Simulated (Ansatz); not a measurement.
A nudged elastic band was laid between two geometries of a periodic cell of 23 atoms, Si8O15 (host SiO2, host structure Pbcn, one O atom removed).

These are results of Ansatz 0.2.0, DFT PBE-D3(BJ), scalar-relativistic, plane waves, PAW, not measurements. Settings: PAW set soft_1, cutoff 420 eV, k mesh 2x2x2, gaussian smearing 0.02 eV, no spin polarisation.

```json
{
  "movable images": "3",
  "climbing image": "yes",
  "spring": "5.0 eV/Å²",
  "optimiser": "quadratic models (default)",
  "start path": "straight line",
  "force threshold": "0.05 eV/Å",
  "iteration limit": "80",
  "end points": "relaxed"
}
```

Initial state:

```xyz
23
Lattice="0.0000 5.0462 4.4946 4.0970 0.0000 4.4946 4.0970 5.0462 0.0000" Properties=species:S:1:pos:R:3
Si 4.101 5.803 1.133
Si 2.094 1.761 3.301
Si 4.083 4.285 7.872
Si 2.020 3.309 1.136
O 3.018 3.109 4.124
O 3.149 4.427 1.900
O 5.035 4.464 4.869
O 1.084 3.124 2.606
O 5.231 1.917 4.897
O 5.046 5.631 2.602
O 7.253 5.633 4.144
Si 4.049 5.876 5.649
Si 6.148 6.801 7.873
Si 4.106 4.279 3.391
Si 6.135 8.316 5.606
O 2.987 8.157 4.154
O 3.125 4.450 6.391
O 0.948 4.448 4.855
O 5.174 8.137 7.103
O 5.210 6.983 4.837
O 5.036 5.648 7.114
O 3.138 5.642 4.136
O 7.095 6.969 6.387
```

Final state:

Only the atoms that move by more than 0.05 Å are listed.
```
Si2 2.072 1.739 3.360
Si3 4.138 4.218 7.841
Si4 2.001 3.281 1.199
O5 2.961 3.128 4.097
O8 3.013 1.919 1.892
O9 5.175 1.935 4.869
Si12 4.110 5.805 5.615
```

Problem. Which bonds break or form, and what moves?

Solution. Contacts lost: Si3–O8. Contacts made: O8–Si12. The atom that moves furthest is O8, by 2.38 Å.

Problem. What energy profile does the band end with?

Solution. The forces met the threshold. The highest image is number 2 of 0 to 4, 4.17 eV above the ends, which have the same energy within 2 meV. Neighbouring images differ by up to 2.5 eV, so the band resolves the path poorly. By the program's own check the climbing image is a first-order saddle point (lowest curvatures found: -15.13 and 5.99 eV/Å²). Limits of this set-up: coarse k mesh.

```csv
image,path coordinate (Å),energy (eV),Si3–O8 (Å),O8–Si12 (Å)
0,0.00,0.00,1.77,3.31
1,0.66,1.72,2.30,3.33
2,1.32,4.17,2.83,2.84
3,1.98,1.71,3.33,2.30
4,2.64,0.00,3.31,1.77
```

Problem. What is the geometry of the highest image?

Solution. 
```xyz
23
Lattice="0.0000 5.0462 4.4946 4.0970 0.0000 4.4946 4.0970 5.0462 0.0000" Properties=species:S:1:pos:R:3:forces:R:3
Si 4.166 5.842 1.143 0.00 0.00 -0.01
Si 2.043 1.593 3.525 0.00 -0.01 -0.01
Si 4.174 4.237 7.846 -0.01 0.00 0.00
Si 2.052 3.451 0.974 0.00 0.01 0.01
O 3.017 3.116 4.203 0.00 0.00 0.00
O 3.153 4.507 1.834 0.00 0.00 -0.01
O 5.003 4.493 4.854 0.00 -0.01 -0.01
O 2.047 2.522 2.249 0.00 -0.01 0.01
O 5.174 1.929 4.790 0.00 0.00 0.00
O 5.038 5.583 2.665 0.00 0.00 0.01
O 7.285 5.597 4.139 -0.01 0.01 0.01
Si 4.018 5.853 5.642 0.01 0.00 -0.01
Si 6.131 6.775 7.851 0.01 0.01 0.01
Si 4.026 4.248 3.355 0.00 0.00 0.01
Si 6.158 8.362 5.637 -0.01 -0.01 -0.02
O 2.989 8.142 4.134 -0.01 -0.01 0.01
O 3.110 4.467 6.403 0.00 0.00 0.00
O 0.978 4.470 4.893 0.01 0.00 0.00
O 5.147 8.129 7.088 -0.01 0.00 0.00
O 5.202 6.995 4.860 0.01 0.00 -0.02
O 5.081 5.624 7.084 0.01 0.00 0.00
O 3.116 5.621 4.100 0.00 0.00 0.00
O 7.141 7.008 6.400 0.01 0.00 0.00
```

The run took 2.6 min on 1 thread of AMD EPYC 9R45 96-Core Processor (Zen 5) (shared host), peak memory 0.73 GiB.
